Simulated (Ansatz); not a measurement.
All cells: G0W0@PBE, plasmon-pole screening, hard PAW set made for 700 eV (Ansatz); response cutoff 200 eV, empty bands to 200 eV, primitive cells on a 4×4×4 mesh, the pole fitted at a frequency of each cell's own, no spin-orbit coupling. Band edges are those of the mesh. The mesh is coarse, the sums aren't at the basis limit and many cells are compressed or hypothetical, so the values aren't those of the ambient crystals.

Problem. Which cell has the G0W0 correction to the gap between the Kohn-Sham band edges equal to 1.61 eV?
A.
```xyz
2
Lattice="0.0000 2.8564 2.8564 2.8564 0.0000 2.8564 2.8564 2.8564 0.0000" Properties=species:S:1:pos:R:3 pbc="T T T"
Ca    0.0000    0.0000    0.0000
Se    2.8564    2.8564    2.8564
```
B.
```
CELL_PARAMETERS angstrom
0.00000 1.78350 1.78350
1.78350 0.00000 1.78350
1.78350 1.78350 0.00000
ATOMIC_POSITIONS crystal
C 0.00000 0.00000 0.00000
C 0.25000 0.25000 0.25000
```
C.
```cif
data_structure
_symmetry_space_group_name_H-M 'P 1'
_symmetry_Int_Tables_number 1
_cell_length_a 2.4701
_cell_length_b 2.4701
_cell_length_c 2.4701
_cell_angle_alpha 60.000
_cell_angle_beta 60.000
_cell_angle_gamma 60.000
_cell_volume 10.66
loop_
_atom_site_label
_atom_site_type_symbol
_atom_site_fract_x
_atom_site_fract_y
_atom_site_fract_z
_atom_site_occupancy
B1 B 0.00000 0.00000 0.00000 1
N1 N 0.25000 0.25000 0.25000 1
```
D.
```
Ca O
1.0
     0.00000    2.32083    2.32083
     2.32083    0.00000    2.32083
     2.32083    2.32083    0.00000
Ca O
1 1
Cartesian
  0.0000 0.0000 0.0000
  2.3208 2.3208 2.3208
```

Solution. C. The others: CaSe 1.50 eV, carbon 1.38 eV, CaO 2.15 eV.

Model cells at fixed atoms, which needn't be the relaxed known crystals.
